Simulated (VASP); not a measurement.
# BN (F-43m) in VASP: notebook, part 2 of 2

VASP 6.6.1.

## (4) Single point, r2SCAN0

POSCAR

```
BN
1.0
    0.0000000000      1.8048245554      1.8048245554
    1.8048245554      0.0000000000      1.8048245554
    1.8048245554      1.8048245554      0.0000000000
B N
1 1
Direct
    0.0000000000      0.0000000000      0.0000000000
    0.2500000000      0.2500000000      0.2500000000
```

INCAR.step1

```
  ALGO = Normal
  EDIFF = 1E-5
  ENCUT = 520
  GGA = PE
  ISIF = 2
  ISMEAR = 0
  LASPH = T
  LCHARG = F
  LREAL = F
  LWAVE = T
  NBANDS = 11
  NELM = 80
  PREC = Accurate
  SIGMA = 0.01
```

INCAR.step2

```
  AEXX = 0.25
  ALGO = Normal
  EDIFF = 1E-6
  ENCUT = 520
  ISIF = 2
  ISMEAR = 0
  ISTART = 1
  LASPH = T
  LCHARG = F
  LHFCALC = T
  LMIXTAU = T
  LREAL = F
  LWAVE = F
  METAGGA = R2SCAN
  NBANDS = 11
  NELM = 80
  PREC = Accurate
  PRECFOCK = Normal
  SIGMA = 0.01
```

KPOINTS

```
k-points
0
Gamma
  8 8 8
```

Potentials or basis: VASP PAW PBE potentials, release 64 (B, N).

Command:

```console
cat potpaw_PBE.64/B/POTCAR potpaw_PBE.64/N/POTCAR > POTCAR
cp INCAR.step1 INCAR
mpirun -np 1 vasp_std > vasp.out
cp INCAR.step2 INCAR
mpirun -np 1 vasp_std > vasp.out
```

OUTCAR:

```text
AEXX = 0.25
   EDIFF = 1E-6
   ENCUT = 520
   ISIF = 2
   ISMEAR = 0
   ISTART = 1
   LASPH = T
   LHFCALC = T
   LREAL = F
   METAGGA = R2SCAN
   NELM = 80
   PREC = Accurate
   PRECFOCK = Normal

 ion  position               nearest neighbor table
   1  0.000  0.000  0.000-   2 1.56   2 1.56   2 1.56   2 1.56
   2  0.250  0.250  0.250-   1 1.56   1 1.56   1 1.56   1 1.56

  LATTYP: Found a face centered cubic cell.
 ALAT       =     3.6096491108

  Lattice vectors:

 A1 = (   0.0000000000,   1.8048245554,   1.8048245554)
 A2 = (   1.8048245554,   0.0000000000,   1.8048245554)
 A3 = (   1.8048245554,   1.8048245554,   0.0000000000)

Analysis of symmetry for initial positions (statically):
=====================================================================
 Subroutine PRICEL returns:
 Original cell was already a primitive cell.

 Routine SETGRP: Setting up the symmetry group for a
 face centered cubic supercell.

 Subroutine GETGRP returns: Found 24 space group operations
 (whereof 24 operations were pure point group operations)
 out of a pool of 48 trial point group operations.
[... 172 lines left out ...]

 val. band max:        6.1297870908   @ k =   0.0000   0.0000   0.0000
 cond. band min:      13.0034493980   @ k =   0.5000   0.5000   0.0000
 fundamental gap:      6.8736623072
 Fermi energy:         6.2315821705

 k-point     1 :       0.0000    0.0000    0.0000
  band No.  band energies     occupation
      1     -16.7375      2.00000
      2       6.1298      2.00000
      3       6.1298      2.00000
      4       6.1298      2.00000
      5      17.9050      0.00000
      6      17.9050      0.00000
      7      17.9050      0.00000
      8      19.5403      0.00000
      9      34.6362      0.00000
     10      37.3497      0.00000
     11      37.3497      0.00000
[... 309 lines left out ...]
 k-point    24 :      -0.3750    0.2500    0.1250
  band No.  band energies     occupation
      1     -11.3630      2.00000
      2      -4.7195      2.00000
      3       0.6953      2.00000
      4       2.2955      2.00000
      5      18.6101      0.00000
      6      20.4093      0.00000
      7      24.1126      0.00000
      8      25.6970      0.00000
      9      29.1677      0.00000
     10      36.1135      0.00000
     11      37.7129      0.00000

 [... further k-points ...]
[... 5 lines left out ...]
  --------------------------------------------------------------------------------------
  -------------------------------------------------------------------------------------
  Total       -0.4070575     -0.4070575     -0.4070575      0.0000000      0.0000000      0.0000000
  in kB      -55.4665830    -55.4665830    -55.4665830      0.0000000      0.0000000      0.0000000
  external PRESSURE =     -55.4665830 kB  Pullay stress =       0.0000000 kB

 VOLUME and BASIS-vectors are now :
 -----------------------------------------------------------------------------
  energy-cutoff  :      520.00
  volume of cell :       11.76
      direct lattice vectors                 reciprocal lattice vectors
     0.000000000  1.804824555  1.804824555    -0.277035238  0.277035238  0.277035238
     1.804824555  0.000000000  1.804824555     0.277035238 -0.277035238  0.277035238
     1.804824555  1.804824555  0.000000000     0.277035238  0.277035238 -0.277035238

 POSITION                                       TOTAL-FORCE (eV/Angst)
 -----------------------------------------------------------------------------------
      0.00000      0.00000      0.00000        -0.000000     -0.000000     -0.000000
      0.90241      0.90241      0.90241         0.000000      0.000000      0.000000
 -----------------------------------------------------------------------------------
    total drift:                               -0.000000     -0.000000     -0.000000

  FREE ENERGIE OF THE ION-ELECTRON SYSTEM (eV)
  ---------------------------------------------------
  free  energy   TOTEN  =       -22.5222430532 eV

  energy  without entropy=      -22.5222430532  energy(sigma->0) =      -22.52224305
```

Run time: 11 min. Hardware: 1 thread of Oxide Virtual Turin-like, shared host; peak memory 0.1 GiB.

Results:

```
Free energy            : -22.5222 eV
Pressure               : -5.5 GPa
Band gap on the k mesh : 6.87 eV (least direct gap 11.78 eV)
```

Levels at points of the mesh, in eV from the valence-band top:
```
           k point  band 2  band 3  band 4  band 5  band 6  band 7
(0.00, 0.00, 0.00)    0.00    0.00    0.00   11.78   11.78   11.78
(0.50, 0.00, 0.00)  -11.96   -2.17   -2.17   13.07   13.78   13.78
(0.50, 0.50, 0.00)  -10.09   -5.48   -5.48    6.87   11.91   22.14
```

Caveat: the cell stands under tension; the PAW data sets were made with another functional, which shifts forces and pressure a little. A k mesh can miss the band edges.

## (5) Overview

| level | potentials or basis | k mesh | cutoff (eV) | grid for exact exchange (PRECFOCK) | share of exact exchange | gap on the mesh (eV) | pressure (GPa) |
| --- | --- | --- | --- | --- | --- | --- | --- |
| r2SCAN | VASP PAW PBE potentials, release 64 (B_h, N_h) | 10 × 10 × 10 | 1460 | - | - | 5.00 | -0.4 |
| HF | VASP PAW PBE potentials, release 64 (B, N) | 8 × 8 × 8 | 520 | Normal | 1 | 13.75 | -3.4 |
| r2SCAN0 | VASP PAW PBE potentials, release 64 (B, N) | 8 × 8 × 8 | 520 | Normal | 0.25 | 6.87 | -5.5 |

Alike in all rows: task single point; no spin polarisation; cell as given; smearing gaussian 0.01 eV.

Caveats: the PAW data sets were made with another functional, which shifts forces and pressure a little; the cell stands under tension (at least some runs).

Absolute energies hang on the potentials; compare differences alone.

## (6) Comparison with measurements

Step 2. A measured gap of BN is 6.4 eV (indirect; 300 K; a printed reference work, monograph); the calculated 5.00 eV misses it by -1.40 eV. The value is that of r2SCAN on a finite k mesh, which can miss the band edges, without temperature or zero-point motion.
